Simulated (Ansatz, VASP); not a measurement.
## SnGe2 in VASP and in Ansatz

```
CELL_PARAMETERS angstrom
3.23799 0.00000 0.00000
-1.61899 2.80418 0.00000
0.00000 0.00000 7.53912
ATOMIC_POSITIONS crystal
Sn 0.00000 0.00000 0.50000
Ge 0.66667 0.33333 0.86125
Ge 0.33333 0.66667 0.13875
```

Alike in both runs: functional PBE; k mesh 18 × 18 × 6; occupations gaussian, width 0.1 eV; no spin polarisation.

Ansatz relaxed the structure, and its values are those at the end. VASP's run is a single point on that final structure, the one shown.

|  | VASP | Ansatz |
| --- | --- | --- |
| version | VASP 6.6.1 | Ansatz 0.2.0 |
| potentials or method | VASP PAW PBE potentials, release 64 (Sn_d, Ge_d) | scalar-relativistic, plane waves, PAW |
| plane-wave cutoff (eV) | 520 | 420 |
| valence electrons in the cell | 42 | 42 |

|  | VASP | Ansatz | Ansatz less VASP |
| --- | --- | --- | --- |
| gap on the k mesh at the Fermi level (eV) | none | none | - |
| pressure (GPa) | 0.0 | 0.0 | +0.04 |
| rms of the force components (eV/Å) | 0.004 | 0.001 | -0.0028 |

A gap of «none» marks a metal or a gap that the smearing closes. The functional is the same, so the differences come from potentials, cutoffs and numerics.
